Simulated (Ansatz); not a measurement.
# MgO under changes of volume

One of the cells (10.016 Å³/atom); the others are scaled copies at fixed shape and fractional positions:

```
Mg O
1.0
     2.93802    0.00000    0.00000
    -1.46901    2.54440    0.00000
     0.00000    0.00000    2.67968
Mg O
1 1
Direct
  0.00000 0.00000 0.00000
  0.33333 0.66667 0.50000
```

Measurements of this composition are mostly on another form, of space group No. 225.

```yaml
Program: Ansatz 0.2.0
Functional: LDA
Potentials_or_basis: all-electron LAPW, scalar-relativistic
Cutoff: 295 eV (chosen from the basis error)
Basis_error_allowed: 0.001 eV/atom
k_mesh: 10 × 10 × 10
Occupations: gaussian, width 0.05 eV
Spin: no spin polarisation
```

```csv
volume (Å³/atom),energy over the lowest point (meV/atom),pressure (GPa),gap on the mesh (eV)
9.415,0.00,-0.7,3.43
9.615,2.83,-3.8,3.26
9.816,?,?,?
10.016,19.35,-9.2,2.96
10.216,32.28,-11.5,2.81
10.417,47.92,-13.5,2.67
10.617,66.00,-15.3,2.54
```

**Question.** What does the run at 9.816 Å³/atom give?

**Answer.** Energy over the lowest point 9.41 meV/atom; pressure -6.6 GPa; gap on the mesh 3.11 eV.

Worked out: A Birch-Murnaghan fit of order 3 (a polynomial in V^(-2/3)) to the other rows has its minimum at 9.37 Å³/atom, just outside them, with B0 = V·E''(V) = 159 GPa and B' = 4.0 at fixed shape and positions, which overstates the stiffness. It gives 9.44 meV/atom at 9.816 Å³/atom, against the run's 9.41, and -dE/dV = -6.7 GPa, against -6.6. A straight line through the other rows of the gap, of slope -7.41 eV per unit of ln V, gives 3.11 eV, against the run's 3.11.

Energies are extrapolated to zero smearing.

A mesh can miss the band edges.

The runs don't all hold the same shells in valence.
